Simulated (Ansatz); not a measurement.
The system is Te2Mo.

```xyz
6
Lattice="3.5182 0.0000 0.0000 -1.7591 3.0469 0.0000 0.0000 0.0000 13.9736" Properties=species:S:1:pos:R:3 pbc="T T T"
Te    1.7591    1.0156    5.2960
Te    0.0000    2.0312   12.2828
Te    1.7591    1.0156    1.6908
Te    0.0000    2.0312    8.6776
Mo    1.7591    1.0156   10.4802
Mo    0.0000    2.0312    3.4934
```

Base run:

- Program: Ansatz 0.2.0
- Functional: PBE
- Potentials or basis: Ansatz PAW
- Cutoff: 420 eV (not typed: the program's choice for these potentials)
- k mesh: 9 × 9 × 2
- Occupations: gaussian, width 0.015 eV
- Spin: no spin polarisation

Its results: band gap on the k mesh 0.78 eV, indirect (least direct gap 1.04 eV); pressure 2.9 GPa; largest force 0.175 eV/Å.

**Question.** The run is repeated on the same cell with these changes: functional from PBE to PBEsol; occupations from gaussian, width 0.015 eV to fermi-dirac, width 0.05 eV. What comes out?

**Answer.** Band gap on the k mesh 0.76 eV, indirect (least direct gap 1.04 eV); pressure -1.1 GPa; largest force 0.090 eV/Å.

Caveats: spin-orbit coupling is left out, which moves the levels of the heavy elements; this functional lacks dispersion, which binds the layers, so the pressure and a relaxed spacing across them are unreliable; odd divisions of the mesh miss points on the zone boundary, where band edges often lie, so the gap on the mesh can be too wide (some runs); the k mesh misses the band edges, so the gap on the mesh is wider than the one along the path (some runs); the PAW data sets come from PBE, with cores solved anew for the run's functional, which leaves a small shift of forces and pressure (some runs).
